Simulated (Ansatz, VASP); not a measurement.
# In: VASP beside Ansatz

```xyz
1
Lattice="-1.7249 1.7249 2.2423 1.7249 -1.7249 2.2423 1.7249 1.7249 -2.2423" Properties=species:S:1:pos:R:3 pbc="T T T"
In    0.0000    0.0000    0.0000
```

Alike in both runs: task single point; functional LDA; k mesh 20 × 20 × 20; occupations gaussian, width 0.15 eV; no spin polarisation.

|  | VASP | Ansatz |
| --- | --- | --- |
| version | VASP 6.6.1 | Ansatz 0.2.0 |
| potentials or method | VASP PAW LDA potentials, release 64 (In_d) | scalar-relativistic, plane waves, PAW |
| plane-wave cutoff (eV) | 520 | 420 |
| valence electrons in the cell | 13 | 13 |

```csv
,VASP,Ansatz,Ansatz less VASP
gap on the k mesh at the Fermi level (eV),none,none,-
pressure (GPa),-3.3,-3.3,0.00
largest component of the traceless stress (GPa),0.10,0.09,-0.003
```

A gap of «none» marks a metal or a gap that the smearing closes.
